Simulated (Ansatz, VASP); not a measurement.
**One calculation of W, two programs**

```
W
1.0
    -1.59178    1.59178    1.59178
     1.59178   -1.59178    1.59178
     1.59178    1.59178   -1.59178
W
1
Direct
  0.00000 0.00000 0.00000
```

Alike in both runs: functional PBE; k mesh 18 × 18 × 18; occupations gaussian, width 0.1 eV; no spin polarisation.

Ansatz relaxed the structure, and its values are those at the end. VASP's run is a single point on that final structure, the one shown.

```csv
,VASP,Ansatz
version,VASP 6.6.1,Ansatz 0.2.0
potentials or method,"VASP PAW PBE potentials, release 64 (W_sv)","scalar-relativistic, plane waves, PAW"
plane-wave cutoff (eV),520,420
valence electrons in the cell,14,14
```

Ansatz gave:

```
gap on the k mesh at the Fermi level (eV) : none
pressure (GPa)                            : 0.0
```

**Question.** Which values does VASP return?

**Answer.** gap on the k mesh at the Fermi level (eV): none; pressure (GPa): 0.5.

A gap of «none» marks a metal or a gap that the smearing closes.

The runs have no spin-orbit coupling, so splittings on W are missing.
